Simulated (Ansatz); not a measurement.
Runs of Ansatz 0.2.0 on InSe. Symmetry: R3m, No. 160, trigonal system. Conventional cell: a = 4.000 Å, b = 4.000 Å, c = 25.320 Å, α = 90.00°, β = 90.00°, γ = 120.00°. Around In (site symmetry 3m) lie 3 Se at 2.63 Å and 1 In at 2.82 Å. In (site symmetry 3m) is surrounded by 3 Se at 2.64 Å and 1 In at 2.82 Å. Around Se (site symmetry 3m) lie 3 In at 2.63 Å. Se (site symmetry 3m) has 3 In at 2.64 Å as nearest neighbours. 

| level | gap on the mesh (eV) | pressure (GPa) | relaxed volume (Å³/atom) |
| --- | --- | --- | --- |
| PBEsol+D4 | (a) | 0.0 | 27.98 |
| PBEsol+D3(BJ)-ATM | 0.33 | 0.0 | 27.55 |
| PBEsol+D3(BJ) | 0.34 | 0.0 | (b) |
| PBEsol | 0.37 | 0.0 | 29.33 |

Alike in all rows: task relaxation of cell and atoms; potentials or basis Ansatz PAW; no spin polarisation; cell relaxed; k mesh 8 × 8 × 8; cutoff (eV) 420; smearing fermi-dirac 0.05 eV.

Problem. Fill in the values left out.

Solution. (a) 0.31; (b) 27.38.

Caveats: the plane-wave basis is chosen anew once the cell has moved, so the energies of steps on either side of that aren't comparable; spin-orbit coupling is left out, which moves the levels of the heavy elements; the PAW data sets come from PBE, with cores solved anew for the run's functional, which leaves a small shift of forces and pressure.

A k mesh can miss the band edges, and the runs leave out spin-orbit coupling on In, Se.
